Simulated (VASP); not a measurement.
# ZnCu (Pm-3m) in VASP: further runs

Runs on ZnCu. Level: PBE. Tasks: single point.

Everything below comes from runs of VASP 6.6.1. Logs are shortened: lines on timing, memory, paths and dates and some standing lists are left out, and cuts for length are marked.

### 1 The structure

The structure is cubic, space group Pm-3m (No. 221). Conventional cell: a = 3.003 Å, b = 3.003 Å, c = 3.003 Å, α = 90.00°, β = 90.00°, γ = 90.00°. Zn (site symmetry m-3m) is surrounded by 8 Cu at 2.60 Å. Around Cu (site symmetry m-3m) lie 8 Zn at 2.60 Å.

### 2 Single point, PBE

INCAR

```
SYSTEM = ZnCu
  ALGO = Normal
  EDIFF = 1E-7
  ENCUT = 520
  GGA = PE
  ISIF = 2
  ISMEAR = -1
  LASPH = .TRUE.
  LCHARG = .FALSE.
  LREAL = .FALSE.
  LWAVE = .FALSE.
  NBANDS = 18
  NELM = 80
  PREC = Accurate
  SIGMA = 0.1
```

KPOINTS

```
k-points
0
G
  8 8 8
  0 0 0
```

POSCAR

```
ZnCu
1.0
    3.0027597620      0.0000000000      0.0000000000
    0.0000000000      3.0027597620      0.0000000000
    0.0000000000      0.0000000000      3.0027597620
Zn Cu
1 1
Direct
    0.5000000000      0.5000000000      0.5000000000
    0.0000000000      0.0000000000      0.0000000000
```

Potentials or basis: VASP PAW PBE potentials, release 64 (Zn, Cu).

Run with:

```sh
$ cat potpaw_PBE.64/Zn/POTCAR potpaw_PBE.64/Cu/POTCAR > POTCAR
$ mpirun -np 1 vasp_std > vasp.out
```

OUTCAR:

```text
SYSTEM = ZnCu
   EDIFF = 1E-7
   ENCUT = 520
   GGA = PE
   ISIF = 2
   ISMEAR = -1
   LASPH = .TRUE.
   LREAL = .FALSE.
   NELM = 80
   PREC = Accurate

 ion  position               nearest neighbor table
   1  0.500  0.500  0.500-   2 2.60   2 2.60   2 2.60   2 2.60   2 2.60   2 2.60   2 2.60   2 2.60

   2  0.000  0.000  0.000-   1 2.60   1 2.60   1 2.60   1 2.60   1 2.60   1 2.60   1 2.60   1 2.60

  LATTYP: Found a simple cubic cell.
 ALAT       =     3.0027597620

  Lattice vectors:

 A1 = (   3.0027597620,   0.0000000000,   0.0000000000)
 A2 = (   0.0000000000,   3.0027597620,   0.0000000000)
 A3 = (   0.0000000000,   0.0000000000,   3.0027597620)

Analysis of symmetry for initial positions (statically):
=====================================================================
 Subroutine PRICEL returns:
 Original cell was already a primitive cell.

 Routine SETGRP: Setting up the symmetry group for a
 simple cubic supercell.

 Subroutine GETGRP returns: Found 48 space group operations
 (whereof 48 operations were pure point group operations)
 out of a pool of 48 trial point group operations.

The static configuration has the point symmetry O_h .

Analysis of symmetry for dynamics (positions and initial velocities):
=====================================================================
 Subroutine PRICEL returns:
 Original cell was already a primitive cell.

 Routine SETGRP: Setting up the symmetry group for a
 simple cubic supercell.

 Subroutine GETGRP returns: Found 48 space group operations
 (whereof 48 operations were pure point group operations)
 out of a pool of 48 trial point group operations.

The dynamic configuration has the point symmetry O_h .

 Subroutine INISYM returns: Found 48 space group operations
 (whereof 48 operations are pure point group operations),
 and found     1 'primitive' translations

----------------------------------------------------------------------------------------

                                     Primitive cell

  volume of cell :      27.0746

  direct lattice vectors                    reciprocal lattice vectors
     3.002759762  0.000000000  0.000000000     0.333026975  0.000000000  0.000000000
     0.000000000  3.002759762  0.000000000     0.000000000  0.333026975  0.000000000
     0.000000000  0.000000000  3.002759762     0.000000000  0.000000000  0.333026975

  length of vectors
     3.002759762  3.002759762  3.002759762     0.333026975  0.333026975  0.333026975

  position of ions in fractional coordinates (direct lattice)
     0.500000000  0.500000000  0.500000000
     0.000000000  0.000000000  0.000000000

  ion indices of the primitive-cell ions
   primitive index   ion index
                 1           1
                 2           2

----------------------------------------------------------------------------------------

 KPOINTS: k-points

Automatic generation of k-mesh.
 Grid dimensions read from file:
 generate k-points for:    8    8    8

 Generating k-lattice:

  Cartesian coordinates                     Fractional coordinates (reciprocal lattice)
     0.041628372  0.000000000  0.000000000     0.125000000  0.000000000  0.000000000
     0.000000000  0.041628372  0.000000000     0.000000000  0.125000000  0.000000000
     0.000000000  0.000000000  0.041628372     0.000000000  0.000000000  0.125000000

  Length of vectors
     0.041628372  0.041628372  0.041628372

  Shift w.r.t. Gamma in fractional coordinates (k-lattice)
     0.000000000  0.000000000  0.000000000

 Subroutine IBZKPT returns following result:
 ===========================================

 Found     35 irreducible k-points:

 Following reciprocal coordinates:
            Coordinates               Weight
  0.000000  0.000000  0.000000      1.000000
  0.125000  0.000000  0.000000      6.000000
  0.250000  0.000000  0.000000      6.000000
  0.375000  0.000000  0.000000      6.000000
  0.500000  0.000000  0.000000      3.000000
  0.125000  0.125000  0.000000     12.000000
[... 16 lines left out ...]
  0.375000  0.375000  0.125000     24.000000
  0.500000  0.375000  0.125000     24.000000
 [... further k-points ...]
   k-points           NKPTS =     35   k-points in BZ     NKDIM =     35   number of bands    NBANDS=     18
   number of dos      NEDOS =    301   number of ions     NIONS =      2
   total plane-waves  NPLWV =  13824
   dimension x,y,z NGX =    24 NGY =   24 NGZ =   24
   dimension x,y,z NGXF=    48 NGYF=   48 NGZF=   48
   ions per type =               1   1
   NGX,Y,Z   is equivalent  to a cutoff of  13.29, 13.29, 13.29 a.u.
   NGXF,Y,Z  is equivalent  to a cutoff of  26.57, 26.57, 26.57 a.u.
 SYSTEM =  ZnCu
   PREC   = accura    normal or accurate (medium, high low for compatibility)
   ISTART =      0    job   : 0-new  1-cont  2-samecut
   ICHARG =      2    charge: 1-file 2-atom 10-const
   ISPIN  =      1    spin polarized calculation?
   LNONCOLLINEAR =      F non collinear calculations
   LSORBIT =      F    spin-orbit coupling
   LASPH  =      T    aspherical Exc in radial PAW
   ENCUT  =  520.0 eV  38.22 Ry    6.18 a.u.   5.58  5.58  5.58*2*pi/ulx,y,z
   NELM   =     80;   NELMIN=  2; NELMDL= -5     # of ELM steps
   EDIFF  = 0.1E-06   stopping-criterion for ELM
   LREAL  =      F    real-space projection
   EDIFFG = 0.1E-05   stopping-criterion for IOM
   NSW    =      0    number of steps for IOM
   IBRION =     -1    ionic relax: 0-MD 1-quasi-New 2-CG
   NFREE  =      0    steps in history (QN), initial steepest desc. (CG)
   ISIF   =      2    stress and relaxation
   ISYM   =      2    0-nonsym 1-usesym 2-fastsym
   POTIM  = 0.5000    time-step for ionic-motion
   TEBEG  =    0.0;   TEEND  =   0.0 temperature during run
   PSTRESS=    0.0 pullay stress
   NELECT =      23.0000    total number of electrons
   NUPDOWN=      -1.0000    fix difference up-down
   EMIN   =  10.00;   EMAX   =-10.00  energy-range for DOS
   EFERMI =   0.00;   METHOD = LEGACY
   ISMEAR =    -1;   SIGMA  =   0.10  broadening in eV -4-tet -1-fermi 0-gaus
   EFERMI_NEDOS =   21; number of points for ismear=-14 and -15
   IALGO  =     38    algorithm
   IMIX   =      4    mixing-type and parameters
     AMIX     =   0.40;   BMIX     =  1.00
     AMIX_MAG =   1.60;   BMIX_MAG =  1.00
  volume/ion in A,a.u.               =      13.54        91.35
  Fermi-wavevector in a.u.,A,eV,Ry     =   1.550471  2.929964 32.707847  2.403959
  Thomas-Fermi vector in A             =   2.655129
   LORBIT       =      0    0 simple, 1 ext, 2 COOP (PROOUT), +10 PAW based schemes
   GGA     = PE    functional components
   LHFCALC =     F    Hartree Fock is set to
   AEXX    =    0.0000 exact exchange contribution
   IVDW    =     0    specifies the selected vdW correction
   LEPSILON=     F    determine dielectric tensor
   LRPA    =     F    only Hartree local field effects (RPA)
 non-spin polarized calculation
  energy-cutoff  :      520.00
  volume of cell :       27.07
 maximum number of plane-waves:       743
 NGX is ok and might be reduce to    24
   NGX = 11   NGY = 11   NGZ = 11

 number of electron      23.0000042 magnetization

 Free energy of the ion-electron system (eV)
  ---------------------------------------------------
  ext. energy  EPLUGINS =         0.00000000
  ---------------------------------------------------
  free energy    TOTEN  =        -5.02388825 eV

  energy without entropy =       -5.00707826  energy(sigma->0) =       -5.01548326

 E-fermi :   4.8227     XC(G=0): -12.0786

 val. band max:        4.6336532057   @ k =   0.3750   0.2500   0.1250
 cond. band min:       4.9084294667   @ k =   0.3750   0.3750   0.1250
 fundamental gap:      0.2747762610
 Fermi energy:         4.8226992730

 k-point     1 :       0.0000    0.0000    0.0000
  band No.  band energies     occupation
      1      -4.8945      2.00000
      2      -2.6641      2.00000
      3      -2.6641      2.00000
      4      -2.0588      2.00000
      5      -2.0588      2.00000
      6      -2.0588      2.00000
[... 10 lines left out ...]
     17      16.3742      0.00000
     18      27.8643      0.00000

 k-point     2 :       0.1250    0.0000    0.0000
  band No.  band energies     occupation
      1      -4.6244      2.00000
      2      -2.6378      2.00000
      3      -2.6099      2.00000
      4      -2.0809      2.00000
      5      -2.0809      2.00000
      6      -2.0488      2.00000
[... 10 lines left out ...]
     17      18.6952      0.00000
     18      25.5049      0.00000

 k-point     3 :       0.2500    0.0000    0.0000
  band No.  band energies     occupation
      1      -3.8517      2.00000
      2      -2.5732      2.00000
      3      -2.4476      2.00000
      4      -2.1340      2.00000
      5      -2.1340      2.00000
      6      -2.0245      2.00000
[... 10 lines left out ...]
     17      22.2001      0.00000
     18      22.2001      0.00000

 k-point     4 :       0.3750    0.0000    0.0000
  band No.  band energies     occupation
      1      -2.9113      2.00000
      2      -2.5071      2.00000
      3      -2.1865      2.00000
      4      -2.1865      2.00000
      5      -2.0000      2.00000
      6      -1.9567      2.00000
[... 375 lines left out ...]
      4      -2.1967      2.00000
      5      -2.1453      2.00000
      6       0.1731      2.00000
[... 10 lines left out ...]
     17      20.9178      0.00000
     18      21.7783      0.00000

 k-point    23 :       0.3750    0.3750    0.1250
  band No.  band energies     occupation
      1      -2.7098      2.00000
      2      -2.4418      2.00000
      3      -2.2932      2.00000
      4      -2.2740      2.00000
      5      -1.9675      2.00000
      6      -0.1071      2.00000
[... 10 lines left out ...]
     17      18.1750      0.00000
     18      20.7906      0.00000

 k-point    24 :       0.5000    0.3750    0.1250
  band No.  band energies     occupation
      1      -2.7510      2.00000
      2      -2.4364      2.00000
      3      -2.3219      2.00000
      4      -2.2876      2.00000
      5      -1.8976      2.00000
      6       0.4324      2.00000
[... 10 lines left out ...]
     17      19.0939      0.00000
     18      19.9149      0.00000

 [... further k-points ...]

------------------------ aborting loop because EDIFF is reached ----------------------------------------

  FORCE on cell =-STRESS in cart. coord.  units (eV):
  Direction    XX          YY          ZZ          XY          YZ          ZX
  --------------------------------------------------------------------------------------
  -------------------------------------------------------------------------------------
  Total       -0.5785839     -0.5785839     -0.5785839      0.0000000     -0.0000000      0.0000000
  in kB      -34.2385334    -34.2385334    -34.2385334      0.0000000     -0.0000000      0.0000000
  external PRESSURE =     -34.2385334 kB  Pullay stress =       0.0000000 kB

 VOLUME and BASIS-vectors are now :
 -----------------------------------------------------------------------------
  energy-cutoff  :      520.00
  volume of cell :       27.07
      direct lattice vectors                 reciprocal lattice vectors
     3.002759762  0.000000000  0.000000000     0.333026975  0.000000000  0.000000000
     0.000000000  3.002759762  0.000000000     0.000000000  0.333026975  0.000000000
     0.000000000  0.000000000  3.002759762     0.000000000  0.000000000  0.333026975

 POSITION                                       TOTAL-FORCE (eV/Angst)
 -----------------------------------------------------------------------------------
      1.50138      1.50138      1.50138         0.000000      0.000000      0.000000
      0.00000      0.00000      0.00000         0.000000      0.000000      0.000000
 -----------------------------------------------------------------------------------
    total drift:                                0.000000      0.000000     -0.000000

  FREE ENERGIE OF THE ION-ELECTRON SYSTEM (eV)
  ---------------------------------------------------
  free  energy   TOTEN  =        -5.0238882502 eV

  energy  without entropy=       -5.0070782623  energy(sigma->0) =       -5.01548326
```

Wall time 5.8 s (1 thread of Intel Xeon 6975P-C (Granite Rapids), shared host); peak memory 0.14 GiB.

What came out:

| Property | Result |
| --- | --- |
| Free energy | -5.0239 eV |
| Pressure | -3.4 GPa |
| Band gap on the k mesh | none (metal or under the smearing width) |

Levels at points of the mesh, in eV from the Fermi level:
```csv
k point,band 8,band 9,band 10,band 11,band 12,band 13,band 14,band 15
"(0.00, 0.00, 0.00)",-3.23,-2.45,-2.45,-2.45,6.20,6.20,6.20,11.08
"(0.50, 0.00, 0.00)",-3.31,-2.94,-2.94,-2.51,-1.78,11.39,11.39,12.04
"(0.50, 0.50, 0.00)",-2.60,-2.60,-2.23,-1.53,-1.53,1.69,2.07,13.50
"(0.50, 0.50, 0.50)",-3.86,-2.21,-2.21,3.62,4.39,4.39,4.39,4.51
```

(Part 1 of 2 ends here.)
